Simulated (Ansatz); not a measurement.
Bulk crystal (Si2W) after relaxation:

```cif
data_structure
_symmetry_space_group_name_H-M 'I4/mmm'
_symmetry_Int_Tables_number 139
_cell_length_a 3.2290
_cell_length_b 3.2290
_cell_length_c 7.8668
_cell_angle_alpha 90.000
_cell_angle_beta 90.000
_cell_angle_gamma 90.000
_cell_volume 82.02
loop_
_atom_site_label
_atom_site_type_symbol
_atom_site_symmetry_multiplicity
_atom_site_Wyckoff_symbol
_atom_site_fract_x
_atom_site_fract_y
_atom_site_fract_z
_atom_site_occupancy
Si1 Si 4 e 0.00000 0.00000 0.33457 1
W1 W 2 a 0.00000 0.00000 0.00000 1
```

Miller indices refer to the conventional cell of I4/mmm (No. 139), a = 3.229 Å, b = 3.229 Å, c = 7.867 Å, α = 90.00°, β = 90.00°, γ = 90.00°.

The (101) slab of 12 planes, 11.0 Å thick with 15 Å of vacuum as cut; outer planes Si (top) and Si (bottom).

Computed with Ansatz 0.2.0, DFT PBE, scalar-relativistic, plane waves, PAW. Plane waves to 420 eV, a k mesh through Γ of 11×8×1 on the computed 12-atom cell and Gaussian smearing (0.10 eV); no spin polarisation. The cell repeats along c with a dipole correction in the vacuum.

The work function is left out: read from the slab's Fermi level and from the bulk's it differs by over 0.3 eV, so the slab is too thin for it. The slab's inner planes relax by over 3 % too, so it holds no bulk-like region.

With the atoms at the bulk's places:

```json
{"Surface energy (mean of both faces)": "2.24 J/m²"}
```

Problem. What changes when all atoms relax?

Solution. The energy falls by 0.124 J/m² a face, and the largest move is 0.14 Å.

- Surface energy (mean of both faces): 2.12 J/m²

```csv
plane (bottom to top),atoms,"spacing to next, bulk (Å)",relaxed (Å),change (%)
1,Si,0.999,0.981,-1.9
2,W,0.999,0.870,-12.9
3,Si,0.988,1.022,+3.4
4,Si,0.999,1.034,+3.5
5,W,0.999,0.970,-2.9
6,Si,0.988,1.008,+1.9
7,Si,0.999,0.970,-2.9
8,W,0.999,1.034,+3.5
9,Si,0.988,1.022,+3.4
10,Si,0.999,0.870,-12.9
11,W,0.999,0.981,-1.9
12,Si,,,
```

With no bulk-like middle, the error of these values can't be bounded. Other terminations of this plane can be more stable.

Spin-orbit coupling is left out, which matters for the bands of heavy elements.

γ = (E_slab − N·E_bulk)/2A = 3.632 eV / (2 × 13.73 Å²) = 132.3 meV/Å² = 2.12 J/m², with N = 12 atoms.

Relaxation lowers the surface energy only from 2.24 to 2.12 J/m², so most of the cost of this Si-terminated face comes from cutting bonds, and little is recovered by moving atoms. The strongest response lies below the outermost spacing: Si and W in the top two planes move inward almost together, closing the gap to the next Si plane by 12.9 %, while their own separation shrinks by just 1.9 %. The cut removes some of the Si neighbours of the subsurface W, and the contraction probably reflects stronger W 5d–Si 3p back-bonding that partly makes up for them. The next two spacings expand, as expected when atoms with strengthened bonds on one side weaken those on the other. The largest displacement, 0.14 Å, exceeds what the spacing changes account for, which suggests a sizeable shift within the plane, as the low symmetry of this face allows. With one atom per plane, the cell excludes reconstructions with a larger surface period, such as Si dimerisation.
